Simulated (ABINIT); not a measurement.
The system is Zn.

```
Zn
1.0
     2.67000    0.00000    0.00000
    -1.33500    2.31229    0.00000
     0.00000    0.00000    4.96600
Zn
2
Direct
  0.66667 0.33333 0.75000
  0.33333 0.66667 0.25000
```

```yaml
Program: ABINIT 10.8.3 (patched build)
Task: relaxation of cell and atoms
Functional: LDA
Potentials_or_basis: JTH PAW LDA v2.0
Cutoff: 599 eV
k_mesh: 11 × 11 × 6
Occupations: fermi-dirac, width 0.05 eV
Spin: no spin polarisation
```

At the start: pressure -9.2 GPa; volume 15.33 Å³/atom.

Problem. How do energy, volume and symmetry change on relaxing?

Solution. Over 12 steps the energy falls by 63.1 meV/atom and the volume is 13.40 Å³/atom (-12.6 %); space group P6_3/mmc (No. 194, to 0.05 Å).

The path:
| step | energy change (eV) | largest force (eV/Å) | pressure (GPa) | volume (Å³) |
| --- | --- | --- | --- | --- |
| 1 | 0.0000 | 0.0000 | -9.18 | 30.66 |
| 2 | -0.0449 | 0.0000 | -7.51 | 29.81 |
| 3 | -0.1050 | 0.0000 | 2.52 | 26.66 |
| 4 | -0.1104 | 0.0000 | -0.47 | 27.37 |
| 5 | -0.1111 | 0.0000 | -0.22 | 27.28 |
| 6 | -0.1105 | 0.0000 | 4.84 | 25.75 |
| 7 | -0.1199 | 0.0000 | 1.11 | 26.74 |
| 8 | -0.1234 | 0.0000 | 1.23 | 26.61 |
| 9 | -0.1259 | 0.0000 | 0.57 | 26.66 |
| 10 | -0.1263 | 0.0000 | 0.05 | 26.75 |
| 11 | -0.1291 | 0.0000 | -1.02 | 26.90 |
| 12 | -0.1261 | 0.0000 | 0.05 | 26.81 |

Final structure:
```
Zn
1.0
     2.59967    0.00000    0.00000
    -1.29983    2.25138    0.00000
     0.00000    0.00000    4.58015
Zn
2
Direct
  0.66667 0.33333 0.75000
  0.33333 0.66667 0.25000
```
